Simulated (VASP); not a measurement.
# HfN in VASP: convergence with empty bands

HfN:

```
Hf N
1.0
     0.00000    2.45482    2.45482
     2.45482    0.00000    2.45482
     2.45482    2.45482    0.00000
Hf N
1 1
Direct
  0.00468 0.99895 0.99969
  0.24824 0.25117 0.24946
```

The cell comes from a database or a generator and needn't be the stable form of this composition.

The cell isn't the ideal one: atoms moved at random, drawn with an rms of 0.02 Å.

* Program: VASP 6.6.1
* Task: single point
* Functional: PBE
* Potentials or basis: VASP PAW PBE potentials, release 64 (Hf, N)
* Cutoff: 500 eV
* k mesh: 7 × 7 × 7
* Occupations: gaussian, width 0.02 eV
* Spin: no spin polarisation

These are the settings of the first run; the series varies empty bands, with any setting tied to it.

Hardware: 1 thread of Intel(R) Xeon(R) Platinum 8488C (Sapphire Rapids) (shared host).

```csv
empty bands,"energy less the tightest run, at zero smearing (meV/atom)",pressure (GPa),SCF cycles,CPU time (s),peak memory (GiB)
1,0.00,0.35,15,23,0.19
2,0.00,0.35,15,24,0.19
3,0.00,0.36,15,31,0.19
4,0.00,0.36,15,30,0.19
6,0.00,0.31,14,34,0.2
10,0.00,0.33,14,44,0.21
16,0.00,0.32,13,57,0.22
```

Against the tightest run, the energy stays within 1 meV/atom from 1 on; the pressure stays within 0.1 GPa from 1 on. The tightest run that finished is the yardstick and may itself not be fully converged.

The run has no spin-orbit coupling, so splittings on Hf are missing.
